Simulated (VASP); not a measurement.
Input of a VASP 6.6.1 run:

Contents of POSCAR:

```
B
1.0
    0.0000000000      2.0259413998      2.0259413998
    2.0259413998      0.0000000000      2.0259413998
    2.0259413998      2.0259413998      0.0000000000
B
2
Direct
    0.5000000000      0.5000000000      0.5000000000
    0.7500000000      0.7500000000      0.7500000000
```

INCAR.step1

```
SYSTEM = B
ALGO = Normal ; EDIFF = 1E-4
ENCUT = 520 ; GGA = PE
ISMEAR = 0 ; LASPH = .TRUE.
LCHARG = .FALSE. ; LREAL = .FALSE.
LWAVE = .TRUE. ; NBANDS = 10
NELM = 80 ; PREC = Accurate
SIGMA = 0.1
```

Contents of INCAR.step2:

```
SYSTEM = B
ALGO = Normal ; EDIFF = 1E-6
ENCUT = 520 ; ISIF = 2
ISMEAR = 0 ; ISTART = 1
LASPH = .TRUE. ; LCHARG = .FALSE.
LMIXTAU = .TRUE. ; LREAL = .FALSE.
LWAVE = .FALSE. ; METAGGA = R2SCAN
NBANDS = 10 ; NELM = 80
PREC = Accurate ; SIGMA = 0.1
```

Contents of KPOINTS:

```
k-points
0
G
  8 8 8
  0 0 0
```

Potentials or basis: VASP PAW PBE potentials, release 64 (B).

Run with:

```console
$ cat potpaw_PBE.64/B/POTCAR > POTCAR
$ cp INCAR.step1 INCAR
$ mpirun -np 1 vasp_std > vasp.out
$ cp INCAR.step2 INCAR
$ mpirun -np 1 vasp_std > vasp.out
```

(1) What does it give for the band gap on the k mesh?

(2) Estimate the pressure.

Results:

(1) none (metal or under the smearing width).

(2) 0.2 GPa.

Caveat: the PAW data sets were made with another functional, which shifts forces and pressure a little.
